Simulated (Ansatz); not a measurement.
## PbS: pressure against volume per atom

All results are calculated (Ansatz 0.2 development). All-electron LAPW DFT of a crystal on the k mesh given, cartesian forces, stress positive in compression, open shells may miss their lowest state, no spin.

Cell of the first row (space group Fm-3m, No. 225):
```
CELL_PARAMETERS angstrom
0.00000 2.88370 2.88370
2.88370 0.00000 2.88370
2.88370 2.88370 0.00000
ATOMIC_POSITIONS crystal
Pb 0.00000 0.00000 0.00000
S 0.50000 0.50000 0.50000
```

Settings of every row: k mesh 8x8x8; k shift 0x0x0; occupations Fermi-Dirac; smearing width 0.06 eV; functional PBE; relativity scalar, some core shells by Dirac; nucleus point; basis error target 0.025 meV/atom; hardware server CPU, model not recorded, shared host; command ansatz run INPUT --backend cpu --pin off --threads 1.

| row | volume per atom (Å³) | pressure (GPa) |
| --- | --- | --- |
| 1 | 23.981 | 8.39 |
| 2 | 24.763 | 5.83 |
| 3 | 25.545 | 3.61 |
| 4 | 26.327 | 1.69 |
| 5 | 27.109 | ? |
| 6 | 27.891 | -1.37 |
| 7 | 28.673 | -2.58 |

Question: what pressure should row 5 give?

Worked fit of pressure. Take u = (V_r/V)^(2/3) − 1 with V_r = 25.936 Å³ an atom, which is twice the finite (Eulerian) strain; such expansions in the strain, on which the Birch-Murnaghan equation of state is built, carry the rest volume and the bulk modulus. The shown rows have u = 0.05364, 0.03134, 0.01018, -0.00993, -0.04729, -0.0647. Least squares give pressure = 2.616 + 95.26 × u + 231.3 × u² GPa; a straight line predicts inner rows, each left out in turn, worse (root mean square 0.32 against 0.003 GPa). All shown rows lie on it to the printed digit. The pressure vanishes at u = -0.0296, or V = 27.13 Å³ an atom, and there the bulk modulus at fixed shape and fractions is B = −V dP/dV = (2/3)(1 + u) dP/du = 52.8 GPa. The withheld row has u = -0.02906, so the fit gives 2.616 + 95.26 × (-0.02906) + 231.3 × (-0.02906)² = 0.04 GPa.

The calculation gave 0.04 GPa. The fit meets it to the printed digit.
